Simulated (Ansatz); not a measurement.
**As: the band gap up the ladder of functionals**

One table from this session's results is given with a row withheld; the runs are named, their logs left out.

Code: Ansatz 0.2.0. PAW datasets, plane waves. No spin polarisation and no zero-point or thermal motion; the cell was built from a prototype and may be hypothetical.

**Starting point**

The cell was relaxed beforehand with r2SCAN.

The sheet's in-plane cell has a = 3.575 Å, b = 3.575 Å (γ = 120.0°), and its outermost atoms lie 1.37 Å apart along the normal. Near As stand 3 As at 2.48 Å.

As a file:

```xyz
2
Lattice="3.5749 0.0000 0.0000 -1.7875 3.0960 0.0000 0.0000 0.0000 26.4156" Properties=species:S:1:pos:R:3 pbc="T T F"
As    0.0000    2.0640    8.4694
As    1.7875    1.0320    9.8384
```
Periodic in the plane only; c spans the vacuum.

Set-up of the first run:

input.yaml

```yaml
crystal:
  lattice:
    - [3.574901364, 0.0, 0.0]
    - [-1.787450682, 3.0959553972, 0.0]
    - [0.0, 0.0, 26.4156438]
  atoms:
    - { symbol: As, position: [0.3333333333, 0.6666666667, 0.3206195636] }
    - { symbol: As, position: [0.6666666667, 0.3333333333, 0.372447849] }
  periodic: [true, true, false]
kpoints:
  mp_grid: { grid: [12, 12, 1] }
  band_path:
    path:
      - [0, 0, 0]
      - [0.5, 0, 0]
      - [0.3333333333333, 0.3333333333333, 0]
      - [0, 0, 0]
    npoints: 10
hamiltonian:
  xc: pbe
scf:
  occupations: { method: fermi_dirac, width: 0.02 }
  n_extra_bands: 4
output:
  forces: true
  stress: true
  eigenvalues: true
```

Launch:

```bash
> ansatz run input.yaml --threads 2 --pin off --max-ram 20275MiB --backend cpu --events-out ev --progress --plain --runs-dir out
```

Steps of the session up to this table: PBE band path; r2SCAN at the same geometry; HSE06; PBE+SOC at the same geometry; PBE0 at the same geometry; LDA at the same geometry; Single point with HSE06+SOC; Hartree-Fock; Single point with r2SCANh.

One table of the session follows, with a row left open; its other results are not shown here.

```
       level  gap (eV)
         PBE      1.67
      r2SCAN      1.97
       HSE06      2.29
     PBE+SOC         ?
        PBE0      2.94
         LDA      1.57
   HSE06+SOC      2.15
Hartree-Fock      7.29
     r2SCANh      2.42
```

Q: Estimate the row for PBE+SOC from the others.

**Answer.** gap (eV): 1.54. In the column «gap (eV)» it is the lowest.

Meshes: PBE 12×12×1, r2SCAN 12×12×1, HSE06 6×6×1, PBE+SOC 12×12×1, PBE0 6×6×1, LDA 12×12×1, HSE06+SOC 6×6×1, Hartree-Fock 6×6×1, r2SCANh 6×6×1

In words: PBE+SOC gives the least gap, 1.54 eV, and Hartree-Fock the largest, 7.29 eV. Against HSE06, PBE is short by 0.62 eV, at 73 % of it, and r2SCAN 86 %. PBE0 lies 0.65 eV above HSE06, which differs from it by screening the long-range exchange.

Limits of these values: Warnings in the runs' records: stress exchange threshold loose, stress scf threshold loose, xc potential rough in thin density.
